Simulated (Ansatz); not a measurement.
# MnAs: one input, then a changed one

The structure comes from a relaxation in the same program, started in the rocksalt type, and has space group Fm-3m. Whether it is a known phase or the ground state wasn't checked.

First run: DFT, PBE, PAW with Ansatz's default frozen-core files, scalar-relativistic (Ansatz 0.2.0).

Command: `ansatz run input.yaml --threads 1 --pin off --max-ram 3072MiB --backend cpu --events-out ev --progress --plain --runs-dir out` The run took about 20 s on 1 thread of a shared machine.

```yaml
crystal:
  lattice:
    - [0.0, 2.5829914404, 2.5829914404]
    - [2.5829914404, 0.0, 2.5829914404]
    - [2.5829914404, 2.5829914404, 0.0]
  atoms:
    - { symbol: Mn, position: [0.0, 0.0, 0.0], spin: 4.0 }
    - { symbol: As, position: [0.5, 0.5, 0.5] }
magnetization:
  spin_polarized: true
kpoints:
  mp_grid: { grid: [12, 12, 12] }
  band_path:
    path:
      - [0.0, 0.0, 0.0]
      - [0.5, 0.0, 0.5]
      - [0.625, 0.25, 0.625]
      - [0.375, 0.375, 0.75]
      - [0.0, 0.0, 0.0]
      - [0.5, 0.5, 0.5]
      - [0.5, 0.25, 0.75]
      - [0.5, 0.0, 0.5]
    npoints: 14
scf:
  occupations: { method: fermi_dirac, width: 0.08 }
hamiltonian:
  xc: pbe
  pseudopotentials: { kind: paw }
output:
  forces: true
  stress: true
  eigenvalues: true
  efg: { contact_densities: true }
  populations: true
  bader: true
  dos: { projected: true, de: 0.2, e_range: [-14, 8] }
  write_density: true
  write_potential: true
  elf: true
  volumetric_format: npy
```

Result: converged; pressure 0.00 GPa; moment 3.69 μB; 13 SCF iterations.

The input is then changed:

```diff
@@ -10,5 +10,5 @@
   spin_polarized: true
 kpoints:
-  mp_grid: { grid: [12, 12, 12] }
+  mp_grid: { grid: [10, 10, 10], shift: [0.5, 0.5, 0.5] }
   band_path:
     path:
@@ -33,6 +33,4 @@
   efg: { contact_densities: true }
   populations: true
-  bader: true
-  dos: { projected: true, de: 0.2, e_range: [-14, 8] }
   write_density: true
   write_potential: true
```

(1) What does the second run give?

Answers

(1) It converged; energy at zero smearing -0.7 meV/atom from the first run; pressure -0.05 GPa; moment 3.68 μB; 13 SCF iterations. Some of these settings are too coarse for converged properties.
